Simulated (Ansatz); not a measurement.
**Pd: relaxation of cell and atoms with PBE**

Crystal: Pd.

```
CELL_PARAMETERS angstrom
0.00000 1.94650 1.94650
1.94650 0.00000 1.94650
1.94650 1.94650 0.00000
ATOMIC_POSITIONS crystal
Pd 0.00000 0.00000 0.00000
```

```yaml
Program: Ansatz 0.2.0
Task: relaxation of cell and atoms
Functional: PBE
Potentials_or_basis: Ansatz PAW
Cutoff: "420 eV (not typed: the program's choice for these potentials)"
k_mesh: 12 × 12 × 12
Occupations: fermi-dirac, width 0.05 eV
Spin: no spin polarisation
```

* Relaxed volume: 15.32 Å³/atom
* Relaxed cell: a = 2.787 Å, b = 2.787 Å, c = 2.787 Å, α = 60.00°, β = 60.00°, γ = 60.00°
* Space group after relaxing (to 0.05 Å): Fm-3m (No. 225)
* Energy gained by relaxing: 11.7 meV/atom
* Ionic steps: 5
* Pressure after relaxing: 0.0 GPa
* Band gap on the k mesh: none (metal or under the smearing width)

Step by step:
```tsv
step	energy change (eV)	largest force (eV/Å)	volume (Å³)
1	0.0000	0.0000	14.75
2	-0.0070	0.0000	15.68
3	-0.0115	0.0000	15.34
4	-0.0115	0.0000	15.32
5	-0.0117	0.0000	15.32
```

Final structure:
```yaml
crystal:
  lattice:
    - [0.00000, 1.97104, 1.97104]
    - [1.97104, 0.00000, 1.97104]
    - [1.97104, 1.97104, 0.00000]
  atoms:
    - { symbol: Pd, position: [0.00000, 0.00000, 0.00000] }
```

Levels at points of the mesh, in eV from the Fermi level:
```
             k point  band 5  band 6  band 7  band 8  band 9  band 10  band 11  band 12  band 13
  (0.00, 0.00, 0.00)   -6.84   -2.66   -2.66   -2.66   -1.14    -1.14    17.03    21.54    21.54
 (0.00, 0.00, -0.50)   -4.99   -2.70   -2.70   -0.01   -0.01     1.11     7.04    16.41    20.60
(0.00, -0.50, -0.50)   -5.06   -4.79   -0.04    0.29    0.29     3.37    10.38    13.00    13.00
```

Run time: 2.2 s on 2 threads of Intel(R) Xeon(R) Platinum 8488C (Sapphire Rapids), on a shared host, peak memory 0.34 GiB.

Caveat: the plane-wave basis is chosen anew once the cell has moved, so the energies of steps on either side of that aren't comparable. Zero-point motion and thermal expansion aren't in these numbers.
